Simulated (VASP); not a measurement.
# BaS in VASP: further runs

BaS is run at these levels: PBE; tasks: single point.

Program: VASP 6.6.1. These are calculated values, not measurements. Logs are shortened: lines on timing, memory, paths and dates and some standing lists are left out, and cuts for length are marked.

**What was measured.**

A printed reference work, monograph, original work of 1988 reports, for a bulk crystal of BaS at 2 K: band gap 3.806 eV (indirect).

The runs below are set against these values where they give the same quantity.

## 1. The cell of the first run

It takes space group Fm-3m (No. 225, cubic). Conventional cell: a = 6.388 Å, b = 6.388 Å, c = 6.388 Å, α = 90.00°, β = 90.00°, γ = 90.00°. Ba (site symmetry m-3m) has 6 S at 3.19 Å within 4.2 Å. S (site symmetry m-3m) has 6 Ba at 3.19 Å within 4.2 Å.

## 2. Single point, PBE

Input file INCAR:

```
PREC = Accurate
ENCUT = 520
EDIFF = 1E-6
ISMEAR = 0
SIGMA = 0.01
LREAL = F
LASPH = T
NELM = 100
ALGO = Normal
ISIF = 2
LWAVE = F
LCHARG = F
GGA = PE
NBANDS = 15
```

Input file KPOINTS:

```
Automatic mesh
0
Gamma
  5 5 5
```

Input file POSCAR:

```
BaS
1.0
    0.0000000000      3.1937500000      3.1937500000
    3.1937500000      0.0000000000      3.1937500000
    3.1937500000      3.1937500000      0.0000000000
Ba S
1 1
Direct
    0.0000000000      0.0000000000      0.0000000000
    0.5000000000      0.5000000000      0.5000000000
```

Potentials or basis: VASP PAW PBE potentials, release 64 (Ba_sv, S).

Run with:

```
> cat potpaw_PBE.64/Ba_sv/POTCAR potpaw_PBE.64/S/POTCAR > POTCAR
> mpirun -np 1 vasp_std > vasp.out
```

OUTCAR:

```text
PREC = Accurate
   ENCUT = 520
   EDIFF = 1E-6
   ISMEAR = 0
   LREAL = F
   LASPH = T
   NELM = 100
   ISIF = 2
   GGA = PE

 ion  position               nearest neighbor table
   1  0.000  0.000  0.000-   2 3.19   2 3.19   2 3.19   2 3.19   2 3.19   2 3.19
   2  0.500  0.500  0.500-   1 3.19   1 3.19   1 3.19   1 3.19   1 3.19   1 3.19

  LATTYP: Found a face centered cubic cell.
 ALAT       =     6.3875000000

  Lattice vectors:

 A1 = (   0.0000000000,   3.1937500000,   3.1937500000)
 A2 = (   3.1937500000,   0.0000000000,   3.1937500000)
 A3 = (   3.1937500000,   3.1937500000,   0.0000000000)

Analysis of symmetry for initial positions (statically):
=====================================================================
 Subroutine PRICEL returns:
 Original cell was already a primitive cell.

 Routine SETGRP: Setting up the symmetry group for a
 face centered cubic supercell.

 Subroutine GETGRP returns: Found 48 space group operations
 (whereof 48 operations were pure point group operations)
 out of a pool of 48 trial point group operations.

The static configuration has the point symmetry O_h .

Analysis of symmetry for dynamics (positions and initial velocities):
=====================================================================
 Subroutine PRICEL returns:
 Original cell was already a primitive cell.

 Routine SETGRP: Setting up the symmetry group for a
 face centered cubic supercell.

 Subroutine GETGRP returns: Found 48 space group operations
 (whereof 48 operations were pure point group operations)
 out of a pool of 48 trial point group operations.

The dynamic configuration has the point symmetry O_h .

 Subroutine INISYM returns: Found 48 space group operations
 (whereof 48 operations are pure point group operations),
 and found     1 'primitive' translations

----------------------------------------------------------------------------------------

                                     Primitive cell

  volume of cell :      65.1527

  direct lattice vectors                    reciprocal lattice vectors
     0.000000000  3.193750000  3.193750000    -0.156555773  0.156555773  0.156555773
     3.193750000  0.000000000  3.193750000     0.156555773 -0.156555773  0.156555773
     3.193750000  3.193750000  0.000000000     0.156555773  0.156555773 -0.156555773

  length of vectors
     4.516644565  4.516644565  4.516644565     0.271162553  0.271162553  0.271162553
[... 74 lines left out ...]
   POTIM  = 0.5000    time-step for ionic-motion
   TEBEG  =    0.0;   TEEND  =   0.0 temperature during run
   PSTRESS=    0.0 pullay stress
   NELECT =      16.0000    total number of electrons
   NUPDOWN=      -1.0000    fix difference up-down
   EMIN   =  10.00;   EMAX   =-10.00  energy-range for DOS
   EFERMI =   0.00;   METHOD = LEGACY
   ISMEAR =     0;   SIGMA  =   0.01  broadening in eV -4-tet -1-fermi 0-gaus
   EFERMI_NEDOS =   21; number of points for ismear=-14 and -15
   IALGO  =     38    algorithm
   IMIX   =      4    mixing-type and parameters
     AMIX     =   0.40;   BMIX     =  1.00
     AMIX_MAG =   1.60;   BMIX_MAG =  1.00
  volume/ion in A,a.u.               =      32.58       219.84
  Fermi-wavevector in a.u.,A,eV,Ry     =   1.025189  1.937326 14.299891  1.051012
  Thomas-Fermi vector in A             =   2.159016
   LORBIT       =      0    0 simple, 1 ext, 2 COOP (PROOUT), +10 PAW based schemes
   GGA     = PE    functional components
   LHFCALC =     F    Hartree Fock is set to
   AEXX    =    0.0000 exact exchange contribution
   IVDW    =     0    specifies the selected vdW correction
   LEPSILON=     F    determine dielectric tensor
   LRPA    =     F    only Hartree local field effects (RPA)
 non-spin polarized calculation
 Gauss-broadening in eV      SIGMA  =   0.01
  energy-cutoff  :      520.00
  volume of cell :       65.15
 maximum number of plane-waves:      1807
 NGX is ok and might be reduce to    36
   NGX = 17   NGY = 17   NGZ = 17

 number of electron      16.0000001 magnetization

 Free energy of the ion-electron system (eV)
  ---------------------------------------------------
  ext. energy  EPLUGINS =         0.00000000
  ---------------------------------------------------
  free energy    TOTEN  =       -10.18383629 eV

  energy without entropy =      -10.18383629  energy(sigma->0) =      -10.18383629

 E-fermi :   1.5457     XC(G=0):  -8.6254

 val. band max:        1.4552580371   @ k =   0.0000   0.0000   0.0000
 cond. band min:       3.6774822513   @ k =   0.4000   0.4000   0.0000
 fundamental gap:      2.2222242142
 Fermi energy:         1.5457305993

 k-point     1 :       0.0000    0.0000    0.0000
  band No.  band energies     occupation
      1     -24.6211      2.00000
      2      -9.6767      2.00000
      3      -9.6767      2.00000
      4      -9.6767      2.00000
      5      -8.9049      2.00000
      6       1.4553      2.00000
      7       1.4553      2.00000
      8       1.4553      2.00000
      9       5.0542      0.00000
     10       5.3226      0.00000
     11       5.3226      0.00000
     12       5.3226      0.00000
     13       6.2483      0.00000
     14       6.2483      0.00000
[... 149 lines left out ...]
      2     -10.3853      2.00000
      3      -9.9505      2.00000
      4      -9.8810      2.00000
      5      -8.2047      2.00000
      6       0.2918      2.00000
      7       0.7228      2.00000
      8       1.0124      2.00000
      9       5.1565      0.00000
     10       6.6543      0.00000
     11       7.6234      0.00000
     12       8.5450      0.00000
     13       8.9467      0.00000
     14      10.3145      0.00000
     15      11.0612      0.00000

------------------------ aborting loop because EDIFF is reached ----------------------------------------

  FORCE on cell =-STRESS in cart. coord.  units (eV):
  Direction    XX          YY          ZZ          XY          YZ          ZX
  --------------------------------------------------------------------------------------
  -------------------------------------------------------------------------------------
  Total        0.5838652      0.5838652      0.5838652     -0.0000000      0.0000000      0.0000000
  in kB       14.3578842     14.3578842     14.3578842     -0.0000000      0.0000000      0.0000000
  external PRESSURE =      14.3578842 kB  Pullay stress =       0.0000000 kB

 VOLUME and BASIS-vectors are now :
 -----------------------------------------------------------------------------
  energy-cutoff  :      520.00
  volume of cell :       65.15
      direct lattice vectors                 reciprocal lattice vectors
     0.000000000  3.193750000  3.193750000    -0.156555773  0.156555773  0.156555773
     3.193750000  0.000000000  3.193750000     0.156555773 -0.156555773  0.156555773
     3.193750000  3.193750000  0.000000000     0.156555773  0.156555773 -0.156555773

 POSITION                                       TOTAL-FORCE (eV/Angst)
 -----------------------------------------------------------------------------------
      0.00000      0.00000      0.00000        -0.000000      0.000000      0.000000
      3.19375      3.19375      3.19375         0.000000      0.000000     -0.000000
 -----------------------------------------------------------------------------------
    total drift:                                0.000000      0.000000      0.000000

  FREE ENERGIE OF THE ION-ELECTRON SYSTEM (eV)
  ---------------------------------------------------
  free  energy   TOTEN  =       -10.1838362884 eV

  energy  without entropy=      -10.1838362884  energy(sigma->0) =      -10.18383629
```

Run time: 21 s. Hardware: 1 thread of Intel Xeon 8259CL, shared host; peak memory 0.2 GiB.

What came out:

```
Free energy            : -10.1838 eV
Pressure               : 1.4 GPa
Band gap on the k mesh : 2.22 eV, indirect (least direct gap 2.38 eV)
```

Levels at points of the mesh, in eV from the valence-band top:
| k point | band 4 | band 5 | band 6 | band 7 | band 8 | band 9 | band 10 | band 11 | band 12 | band 13 |
| --- | --- | --- | --- | --- | --- | --- | --- | --- | --- | --- |
| (0.00, 0.00, 0.00) | -11.13 | -10.36 | 0.00 | 0.00 | 0.00 | 3.60 | 3.87 | 3.87 | 3.87 | 4.79 |

Caveat: spin-orbit coupling is left out, which moves the levels of the heavy elements.

## 3. Single point, PBE

Input file INCAR:

```
SYSTEM = BaS
PREC = Accurate
ENCUT = 520
EDIFF = 1E-7
ISMEAR = 0
SIGMA = 0.01
LREAL = .FALSE.
LASPH = .TRUE.
NELM = 100
ALGO = Normal
ISIF = 2
LWAVE = .FALSE.
LCHARG = .FALSE.
GGA = PE
NBANDS = 15
```

Input file KPOINTS:

```
regular mesh
0
G
  5 5 5
  0 0 0
```

Changes to POSCAR since step 2:

```diff
@@ -9,2 +9,2 @@
     0.0000000000      0.0000000000      0.0000000000
-    0.5000000000      0.5000000000      0.5000000000
+    0.5031311155      0.5031311155      0.4968688845
```

Potentials or basis: VASP PAW PBE potentials, release 64 (Ba_sv, S).

Run with:

```
> cat potpaw_PBE.64/Ba_sv/POTCAR potpaw_PBE.64/S/POTCAR > POTCAR
> mpirun -np 1 vasp_std > vasp.out
```

OUTCAR:

```text
SYSTEM = BaS
   PREC = Accurate
   ENCUT = 520
   EDIFF = 1E-7
   ISMEAR = 0
   LREAL = .FALSE.
   LASPH = .TRUE.
   NELM = 100
   ISIF = 2
   GGA = PE

 ion  position               nearest neighbor table
   1  0.000  0.000  0.000-   2 3.17   2 3.19   2 3.19   2 3.19   2 3.19   2 3.21
   2  0.503  0.503  0.497-   1 3.17   1 3.19   1 3.19   1 3.19   1 3.19   1 3.21

  LATTYP: Found a face centered cubic cell.
 ALAT       =     6.3875000000

  Lattice vectors:

 A1 = (   0.0000000000,   3.1937500000,   3.1937500000)
 A2 = (   3.1937500000,   0.0000000000,   3.1937500000)
[... 502 lines left out ...]

  FORCE on cell =-STRESS in cart. coord.  units (eV):
  Direction    XX          YY          ZZ          XY          YZ          ZX
  --------------------------------------------------------------------------------------
  -------------------------------------------------------------------------------------
  Total        0.5831357      0.5831357      0.5907220      0.0000000      0.0000000      0.0000000
  in kB       14.3399431     14.3399431     14.5264999      0.0000000      0.0000000      0.0000000
  external PRESSURE =      14.4021287 kB  Pullay stress =       0.0000000 kB

 VOLUME and BASIS-vectors are now :
 -----------------------------------------------------------------------------
  energy-cutoff  :      520.00
  volume of cell :       65.15
      direct lattice vectors                 reciprocal lattice vectors
     0.000000000  3.193750000  3.193750000    -0.156555773  0.156555773  0.156555773
     3.193750000  0.000000000  3.193750000     0.156555773 -0.156555773  0.156555773
     3.193750000  3.193750000  0.000000000     0.156555773  0.156555773 -0.156555773

 POSITION                                       TOTAL-FORCE (eV/Angst)
 -----------------------------------------------------------------------------------
      0.00000      0.00000      0.00000         0.000000      0.000000      0.041766
      3.19375      3.19375      3.21375         0.000000      0.000000     -0.041766
 -----------------------------------------------------------------------------------
    total drift:                                0.000000      0.000000     -0.000089

  FREE ENERGIE OF THE ION-ELECTRON SYSTEM (eV)
  ---------------------------------------------------
  free  energy   TOTEN  =       -10.1834187569 eV

  energy  without entropy=      -10.1834187569  energy(sigma->0) =      -10.18341876
```

OSZICAR:

```text
N       E                     dE             d eps       ncg     rms          rms(c)
DAV:   1     0.814800820697E+02    0.81480E+02   -0.67005E+03   540   0.922E+02
DAV:   2    -0.576285232096E+01   -0.87243E+02   -0.78869E+02   723   0.173E+02
DAV:   3    -0.105956363103E+02   -0.48328E+01   -0.48003E+01   793   0.414E+01
DAV:   4    -0.106634180212E+02   -0.67782E-01   -0.67772E-01   619   0.506E+00
DAV:   5    -0.106653144649E+02   -0.18964E-02   -0.18964E-02   755   0.690E-01    0.481E+00
DAV:   6    -0.101661693213E+02    0.49915E+00   -0.67753E-01   596   0.495E+00    0.328E+00
DAV:   7    -0.101682372150E+02   -0.20679E-02   -0.18896E-01   660   0.244E+00    0.214E+00
DAV:   8    -0.101817821857E+02   -0.13545E-01   -0.24040E-02   554   0.112E+00    0.199E-01
DAV:   9    -0.101824735663E+02   -0.69138E-03   -0.32122E-03   673   0.419E-01    0.151E-01
DAV:  10    -0.101833218971E+02   -0.84833E-03   -0.95655E-04   554   0.208E-01    0.440E-02
DAV:  11    -0.101834159561E+02   -0.94059E-04   -0.12341E-04   638   0.673E-02    0.120E-02
DAV:  12    -0.101834188498E+02   -0.28937E-05   -0.65492E-06   617   0.170E-02    0.349E-03
DAV:  13    -0.101834187569E+02    0.92899E-07   -0.35700E-07   674   0.380E-03
   1 F= -.10183419E+02 E0= -.10183419E+02  d E =-.215864E-39
```

Wall time 30 s (1 thread of Intel Xeon 8259CL, shared host); peak memory 0.21 GiB.

Results:

| Item | Value |
| --- | --- |
| Free energy | -10.1834 eV |
| Pressure | 1.4 GPa |
| Largest force | 0.042 eV/Å |
| Band gap on the k mesh | 2.22 eV, indirect (least direct gap 2.38 eV) |

Forces on the atoms (eV/Å):
```
Ba   0.000  0.000  0.042
S    0.000  0.000 -0.042
```

Caveat: spin-orbit coupling is left out, which moves the levels of the heavy elements. A k mesh can miss the band edges.

## 4. Comparison with measurements

Step 2. A measured gap of BaS is 3.806 eV (indirect; 2 K; a printed reference work, monograph, original work of 1988); the calculated 2.22 eV misses it by -1.58 eV. Spin-orbit coupling on Ba is left out. The value is that of PBE on a finite k mesh, which can miss the band edges, without temperature or zero-point motion. Semilocal functionals fall short of measured gaps as a rule.
